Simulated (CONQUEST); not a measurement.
The system is CdTe.

```
Te Cd
1.0
     4.53255    0.00000    0.00000
     0.00000    4.53255    0.00000
     0.00000    0.00000    6.41000
Te Cd
2 2
Direct
  0.00000 0.50000 0.25000
  0.50000 0.00000 0.75000
  0.00000 0.00000 0.00000
  0.50000 0.50000 0.50000
```

Base run:

```yaml
Program: CONQUEST 1.3
Functional: PBE
Potentials_or_basis: PseudoDojo NC PBE, DZ, grid cutoff 120 Ha
k_mesh: 6 × 6 × 4
Occupations: fermi-dirac, width 0.05 eV
Spin: no spin polarisation
```

Its results: band gap on the k mesh 0.71 eV; pressure 6.6 GPa.

The run is repeated on the same cell with these changes: potentials or basis from PseudoDojo NC PBE, DZ, grid cutoff 120 Ha to PseudoDojo NC PBE, DZP, grid cutoff 120 Ha. What comes out?

Band gap on the k mesh 1.08 eV; pressure 4.8 GPa.

Caveats: spin-orbit coupling is left out, which moves the levels of the heavy elements; the basis of atomic orbitals isn't converged, which shifts pressures, moduli and gaps; the atomic basis is small (some runs); the box holds several primitive cells, so bands are folded and the points are those of the box's own zone (some runs).

A k mesh can miss the band edges.
